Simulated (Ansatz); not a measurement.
InAs: single point with PBE

**The experiment to reproduce.**

A printed reference work, data compilation reports, for a bulk crystal of InAs at 4.2 K: band gap 0.418 eV (direct).

InAs:

```xyz
2
Lattice="0.0000 3.0180 3.0180 3.0180 0.0000 3.0180 3.0180 3.0180 0.0000" Properties=species:S:1:pos:R:3 pbc="T T T"
In    0.0000    0.0000    0.0000
As    4.5270    4.5270    4.5270
```

```json
{
 "Program": "Ansatz 0.2.0",
 "Task": "single point",
 "Functional": "PBE",
 "Potentials or basis": "Ansatz PAW",
 "Cutoff": "420 eV (not typed: the program's choice for these potentials)",
 "k mesh": "8 × 8 × 8",
 "Occupations": "gaussian, width 0.024 eV",
 "Spin": "no spin polarisation"
}
```

| Item | Value |
| --- | --- |
| Pressure | 4.3 GPa |
| Band gap on the k mesh | none (metal or under the smearing width) |

Levels at points of the mesh, in eV from the Fermi level:
```tsv
k point	band 10	band 11	band 12	band 13	band 14	band 15	band 16	band 17	band 18
(0.00, 0.00, 0.00)	-14.28	-11.91	-0.18	-0.01	-0.01	-0.01	3.91	3.91	3.91
(0.00, 0.00, -0.50)	-14.27	-10.42	-5.79	-1.00	-1.00	0.97	4.68	4.68	6.86
(0.00, -0.50, -0.50)	-14.25	-9.87	-5.86	-2.34	-2.34	1.54	2.06	9.21	9.31
```

It took 0.52 s on 2 threads of AMD EPYC 9R45 96-Core Processor (Zen 5), on a shared host, peak memory 0.41 GiB.

A measured gap of InAs is 0.418 eV (direct; 4.2 K; a printed reference work, data compilation); the calculated 0.00 eV misses it by -0.42 eV. Spin-orbit coupling on As, In is left out. The value is that of PBE on a finite k mesh, which can miss the band edges, without temperature or zero-point motion. Semilocal functionals fall short of measured gaps as a rule.

Caveat: this crystal is a semiconductor, whose small gap the functional closes, so the metal is an error of the method.
